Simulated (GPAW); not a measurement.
Runs of GPAW 26.7.0 on Sb. Symmetry: R-3m, No. 166, trigonal system. Conventional cell: a = 4.308 Å, b = 4.308 Å, c = 11.274 Å, α = 90.00°, β = 90.00°, γ = 120.00°. Around Sb (site symmetry 3m) lie 3 Sb at 2.91 Å. 

| task | level | potentials or basis | spin | k mesh | smearing | band path | band points | spin axis theta (degrees) | spin axis phi (degrees) | soc after scf | pressure (GPa) | largest force (eV/Å) |
| --- | --- | --- | --- | --- | --- | --- | --- | --- | --- | --- | --- | --- |
| band structure | LDA | the program's PAW data sets (release 1.2.1) made for this functional, pw | off | 8 × 8 × 8 | fermi-dirac 0.05 eV | GLB1,BZGX,QFP1Z,LP | 100 | - | - | - | -1.5 | 0.01 |
| band structure | PBE | GPAW PAW data sets (gpaw-data 1.2.1), pw | off | 8 × 8 × 8 | fermi-dirac 0.05 eV | GLB1,BZGX,QFP1Z,LP | 60 | - | - | - | 2.4 | 0.14 |
| band structure | PBEsol | PAW data sets generated in the run's folder for this functional, pw | off | 8 × 8 × 8 | fermi-dirac 0.05 eV | GLB1,BZGX,QFP1Z,LP | 60 | - | - | - | -0.3 | (a) |
| single point | PBE | GPAW PAW data sets (gpaw-data 1.2.1), pw | off | 8 × 8 × 8 | gaussian 0.011 eV | - | - | - | - | - | 2.4 | 0.12 |
| band structure | PBE | GPAW PAW data sets (gpaw-data 1.2.1), pw | SOC, no magnetisation | 6 × 6 × 6 | fermi-dirac 0.05 eV | GLB1,BZGX,QFP1Z,LP | 80 | 54.7 | 45 | second variation | (b) | (c) |

Alike in all rows: cell as given; cutoff (eV) 600.

Question: Fill in the values left out.

Answer: (a) 0.09; (b) 2.5; (c) 0.06.

Caveats: spin-orbit coupling was added after a scalar SCF, so levels and gaps hold it while energy, forces, pressure and moments don't (some runs).
